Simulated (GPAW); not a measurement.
# BaTiO3 (Barioperovskite) (Amm2) in GPAW: single point with LDA

Aim: the single point of BaTiO3 (Barioperovskite) with LDA.

All numbers are computed with GPAW 26.7.0; they aren't measurements. Logs are shortened: lines on timing, memory, paths and dates and some standing lists are left out, and cuts for length are marked. The log counts tension as positive stress, the text compression.

## 1. Starting point

It takes space group Amm2 (No. 38, orthorhombic). The conventional cell has a = 3.986 Å, b = 5.674 Å, c = 5.690 Å, α = 90.00°, β = 90.00°, γ = 90.00°. Ba (site symmetry mm2) is surrounded by 12 O at 2.77 to 2.92 Å. Ti (site symmetry mm2) has 6 O at 1.93 to 2.09 Å as nearest neighbours. O (site symmetry m) is surrounded by 2 Ti at 1.93 to 2.09 Å. Around O (site symmetry mm2) lie 2 Ti at 2.00 Å.

## 2. Single point, LDA

run.py reads:

```python
from ase import Atoms
from ase.dft.bandgap import bandgap
from ase.io import write
from ase.units import GPa
from gpaw import GPAW, PW

atoms = Atoms(['Ba', 'Ti', 'O', 'O', 'O'],
              cell=[[3.9855, 0.0, 0.0],
                    [0.0, 2.8369, 2.84515],
                    [0.0, -2.8369, 2.84515]],
              scaled_positions=[[0.0, 0.0, 0.0],
                                [0.5, 0.5124, 0.5124],
                                [0.5, 0.99184, 0.50524],
                                [0.5, 0.50524, 0.99184],
                                [0.0, 0.4874, 0.4874]],
              pbc=True)

calc = GPAW(mode=PW(600),
            xc='LDA',
            kpts={'size': (6, 6, 6), 'gamma': True},
            occupations={'name': 'fermi-dirac', 'width': 0.05},
            nbands=36,
            maxiter=120,
            txt='gpaw.txt')
atoms.calc = calc
energy = atoms.get_potential_energy()
forces = atoms.get_forces()
stress = atoms.get_stress()
calc.write('gs.gpw')
write('result.traj', atoms)
print(f'Energy: {energy:.6f} eV')
print('Forces (eV/A):')
print(forces.round(4))
print('Stress (GPa):', (stress / GPa).round(3))
print('Fermi level:', round(calc.get_fermi_level(), 4), 'eV')
print(f'Gap: {bandgap(calc)[0]:.4f} eV, direct: {bandgap(calc, direct=True)[0]:.4f} eV')
```

Potentials or basis: the program's PAW data sets (release 1.2.1) made for this functional, pw.

Launch:

```
> OMP_NUM_THREADS=1 python run.py
```

gpaw.txt:

```text
__  _  _
 | _ |_)|_||  |
 |__||  | ||/\| - 26.7.0

Input parameters:
  mode=PW(ecut=600.0),
  kpts=MonkhorstPack(size=(6, 6, 6), gamma=True),
  maxiter=120,
  nbands=36,
  occupations=Occupations(name='fermi-dirac', width=0.05),
  xc=XC(name='LDA')

Diagonalizing LCAO Hamiltonian
Converting LCAO to pw mode

              O
            O
        O    Ti

        Ba

Atoms  # Å, Bohr magnetons
|   | symbol |        x |         y |        z |    initial magnetic moments |
|---|--------|----------|-----------|----------|-----------------------------|
| 0 |     Ba | 0.000000 |  0.000000 | 0.000000 | ( 0.0000,  0.0000,  0.0000) |
| 1 |     Ti | 1.992750 |  0.000000 | 2.915710 | ( 0.0000,  0.0000,  0.0000) |
| 2 |      O | 1.992750 |  1.380436 | 4.259417 | ( 0.0000,  0.0000,  0.0000) |
| 3 |      O | 1.992750 | -1.380436 | 4.259417 | ( 0.0000,  0.0000,  0.0000) |
| 4 |      O | 0.000000 | -0.000000 | 2.773452 | ( 0.0000,  0.0000,  0.0000) |

Unit cell  # Å
| periodic |        x |         y |        z |  lengths |    angles |
|----------|----------|-----------|----------|----------|-----------|
|      yes | 3.985500 |  0.000000 | 0.000000 | 3.985500 | 89.833620 |
|      yes | 0.000000 |  2.836900 | 2.845150 | 4.017820 | 90.000000 |
|      yes | 0.000000 | -2.836900 | 2.845150 | 4.017820 | 90.000000 |

Number of symmetries: 4
Symmetry operations  # r_c * U_cc + t_c -> r_c
|   | kind |            matrix            |
|---|------|------------------------------|
| 0 |  E   |  1, 0, 0,  0, 1, 0,  0, 0, 1 |
| 1 |  σ   |  1, 0, 0,  0, 0, 1,  0, 1, 0 |
| 2 |  σ   | -1, 0, 0,  0, 1, 0,  0, 0, 1 |
| 3 |  C2  | -1, 0, 0,  0, 0, 1,  0, 1, 0 |

BZ-sampling:
  Number of BZ points: 216
  Number of IBZ points: 52

  Monkhorst-Pack size: [6, 6, 6]
  Monkhorst-Pack shift: [0.08333333333333333, 0.08333333333333333, 0.08333333333333333]

K-points  # in reciprocal-cell coordinates
|     |                                coordinates |     weight |
|-----|--------------------------------------------|------------|
|   0 | (  0.00000000,   0.00000000,   0.00000000) | 0.00462963 |
|   1 | (  0.00000000,   0.16666667,  -0.16666667) | 0.00925926 |
|   2 | (  0.00000000,   0.16666667,   0.00000000) | 0.01851852 |
|   3 | (  0.00000000,   0.16666667,   0.16666667) | 0.00925926 |
|   4 | (  0.00000000,   0.33333333,  -0.33333333) | 0.00925926 |
|   5 | (  0.00000000,   0.33333333,  -0.16666667) | 0.01851852 |
|   6 | (  0.00000000,   0.33333333,   0.00000000) | 0.01851852 |
|   7 | (  0.00000000,   0.33333333,   0.16666667) | 0.01851852 |
|   8 | (  0.00000000,   0.33333333,   0.33333333) | 0.00925926 |
|   9 | (  0.00000000,   0.50000000,   0.00000000) | 0.00925926 |
| ... |                                            |            |
|  51 | (  0.50000000,   0.50000000,   0.50000000) | 0.00462963 |

Plane wave coefficients: 2176
Cutoff: 600.0 eV

Spin-components: 1 (collinear spins)
Bands:           36
Projectors:      27
Spin-degeneracy: 2
Datatype:        complex128

Parallelization:
  kpt:    1
  domain: 1
  band:   1

Density:
  Valence electrons: 40.0
  Components: 1
  Grid points: [24 24 24]
  Charge: 0.0  # |e|

Potential:
  Grid points: [24 24 24]

species:
  Ba:
    name:    Barium
    Z:       56.0
    valence: 10
    core:    46
    charge:  0.0  # [|e|]
    compensation charges:
      type: gauss
      rc: 0.37  # [Å]
      lmax: 2
    cutoffs:
      filter: 2.06  # [Å]
      core: 2.33  # [Å]
    projectors
    | kind |    occ | energy [eV] | rcut [Å] |
    |------|--------|-------------|----------|
    |   5s |  2.000 |     -33.774 |    1.164 |
    |   6s |  2.000 |      -3.346 |    1.164 |
    |   5p |  6.000 |     -18.813 |    1.164 |
    |    p |        |       0.000 |    1.164 |
    |    d |        |       0.000 |    1.164 |
    |    d |        |      27.211 |    1.164 |

    Using partial waves for Ba as LCAO basis

  Ti:
    name:    Titanium
    Z:       22.0
    valence: 12
    core:    10
    charge:  0.0  # [|e|]
    compensation charges:
      type: gauss
      rc: 0.38  # [Å]
      lmax: 2
    cutoffs:
      filter: 2.23  # [Å]
      core: 1.02  # [Å]
    projectors
    | kind |    occ | energy [eV] | rcut [Å] |
    |------|--------|-------------|----------|
    |   3s |  2.000 |     -62.257 |    1.270 |
    |   4s |  2.000 |      -4.593 |    1.270 |
    |   3p |  6.000 |     -38.791 |    1.058 |
    |   4p |  0.000 |      -1.536 |    1.058 |
    |   3d |  2.000 |      -4.463 |    1.058 |
    |    d |        |      22.748 |    1.058 |

    Using partial waves for Ti as LCAO basis

  O:
    name:    Oxygen
    Z:       8.0
    valence: 6
    core:    2
    charge:  0.0  # [|e|]
    compensation charges:
      type: gauss
      rc: 0.21  # [Å]
      lmax: 2
    cutoffs:
      filter: 1.17  # [Å]
      core: 0.83  # [Å]
    projectors
    | kind |    occ | energy [eV] | rcut [Å] |
    |------|--------|-------------|----------|
    |   2s |  2.000 |     -23.752 |    0.688 |
    |   2p |  4.000 |      -9.195 |    0.598 |
    |    s |        |       3.459 |    0.688 |
    |    p |        |      18.016 |    0.598 |
    |    d |        |       0.000 |    0.619 |

    Using partial waves for O as LCAO basis

Reference energy: -250365.446817  # eV

eigensolver:
  PPCG
  Converge bands: occupied
  niter=2

density mixing:
  MSR1-Mixer
  Pratt-step length: 0.05
  Maximum mixing coefficient: 0.75
  Old densities: 10
  SVD Regularization: 0.005
  Good broyden scale: 1.0
  Trust region scale: 1.0
  Backstep threshold: 4.0
  History deletion threshold: 6.0
  Fourier metric: weight=20.0, sigma=0.015

occupation numbers:
  Fermi-Dirac:
    width: 0.0500  # eV

poisson solver:
  ecut: 4800.0  # eV

xc functional:
  name: None

convergence criteria:
- Maximum [total energy] change in last 3 cyles: 0.0005 eV / valence electron
- Maximum integral of absolute [dens]ity change: 0.0001 electrons / valence electron
- Maximum integral of absolute [eigenst]ate change: 4e-08 eV^2 / valence electron
maximum number of iterations: 120

SCF iterations
|iter     | |      energy | eigst |  dens |
|---------|-|-------------|-------|-------|
|iter:   1| |  -48.627462 | +0.12 |       |
|iter:   2| |  -46.991069 | -1.57 | -0.88 |
|iter:   3| |  -43.745014 | -1.00 | -0.95 |
|iter:   4| |  -43.544043 | -2.23 | -1.47 |
|iter:   5| |  -43.493118 | -2.93 | -1.65 |
|iter:   6| |  -43.488503 | -3.74 | -2.00 |
|iter:   7| |  -43.488500c| -4.74 | -2.81 |
|iter:   8| |  -43.488393c| -5.34 | -3.08 |
|iter:   9| |  -43.488391c| -6.48 | -3.60 |
|iter:  10| |  -43.488391c| -7.80c| -4.13c|

Converged in 10 steps
Energy contributions relative to reference atoms: (reference = -250365.446817)

Energy contributions:
  Kinetic:          35.210117
  Coulomb:         -38.469208
  Zero:              0.543264
  External:          0.000000
  Xc:              -40.772564
  Entropy:          -0.000000
  Spinorbit:         0.000000
  ----------------------------
  Free energy:     -43.488391
  Extrapolated:    -43.488391

dipole moment: (-35.213664, -0.000000, -19.402829)  # |e|*Ang

Fermi level: 8.181
Eigenvalues  # (at kpt = [0.000, 0.000, 0.000])
| band index |      eig [eV] | occ [0-2] |
|------------|---------------|-----------|
|          0 |       -48.619 |     2.000 |
|        ... |               |           |
|         12 |         4.957 |     2.000 |
|         13 |         4.958 |     2.000 |
|         14 |         6.027 |     2.000 |
|         15 |         6.083 |     2.000 |
|         16 |         6.140 |     2.000 |
|         17 |         6.903 |     2.000 |
[... 8 lines left out ...]
|         26 |        12.233 |     0.000 |
|         27 |        14.407 |     0.000 |
|        ... |               |           |
|         35 |        26.767 |     0.000 |

Gap: 1.802 eV
Transition (v -> c):
  (s=0, k=51, n=19, [0.50, 0.50, 0.50]) -> (s=0, k=0, n=20, [0.00, 0.00, 0.00])
Direct/indirect transitions are different
Direct gap: 1.994 eV
Transition at: (s=0, k=0, n=19, [0.00, 0.00, 0.00])

Forces  # eV/Ang
|        x |        y |        z |
|----------|----------|----------|
|  0.00000 | -0.00000 |  0.16378 |  # Ba   0
|  0.00000 |  0.00000 |  0.21856 |  # Ti   1
| -0.00000 | -0.04304 | -0.30360 |  # O    2
|  0.00000 |  0.04304 | -0.30360 |  # O    3
|  0.00000 |  0.00000 |  0.22569 |  # O    4

Stress tensor  # eV/Ang^3
|        x |        y |        z |
|----------|----------|----------|
| 0.072673 | 0.000000 | 0.000000 |
| 0.000000 | 0.071897 | 0.000000 |
| 0.000000 | 0.000000 | 0.075781 |

# Writing to gs.gpw (mode='')
```

Run time: 87 s. Hardware: 1 thread of Arm Neoverse V1, shared host; peak memory 0.25 GiB.

Results:

```
Free energy            : -43.4884 eV
Pressure               : -11.8 GPa
Largest force          : 0.307 eV/Å
Band gap on the k mesh : 1.80 eV, indirect (least direct gap 1.99 eV)
```

Forces on the atoms (eV/Å):
```
Ba   0.000  0.000  0.164
Ti   0.000  0.000  0.219
O    0.000 -0.043 -0.304
O    0.000  0.043 -0.304
O    0.000  0.000  0.226
```

Caveat: the cutoff is short for stress and forces, so pressures can be off by a GPa or more; spin-orbit coupling is left out, which moves the levels of the heavy elements. As with any semilocal functional, this LDA gap is likely too small.
